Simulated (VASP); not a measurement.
A run of VASP 6.6.1 is set up as follows.

INCAR

```
PREC = Accurate
ENCUT = 520
EDIFF = 1E-8
ISMEAR = -1
SIGMA = 0.05
LREAL = False
LASPH = True
NELM = 80
ALGO = Normal
ISIF = 2
LWAVE = False
LCHARG = False
GGA = PE
IVDW = 11
LCHIMAG = True
DQ = 0.001
ICHIBARE = 1
LNMR_SYM_RED = True
```

Contents of KPOINTS:

```
Automatic mesh
0
Gamma
  7 7 7
```

The input POSCAR:

```
MgTe
4.5707
    0.000000000000      0.707112438773      0.707112438773
    0.707112438773      0.000000000000      0.707112438773
    0.707112438773      0.707112438773      0.000000000000
Te Mg
1 1
Direct
    0.2500000000      0.2500000000      0.2500000000
    0.0000000000      0.0000000000      0.0000000000
```

Potentials or basis: VASP PAW PBE potentials, release 64 (Te, Mg).

Run with:

```sh
$ cat potpaw_PBE.64/Te/POTCAR potpaw_PBE.64/Mg/POTCAR > POTCAR
$ mpirun -np 1 vasp_std > vasp.out
```

(1) What does it give for the dispersion energy per atom?

## Answers

(1) -0.222 eV.
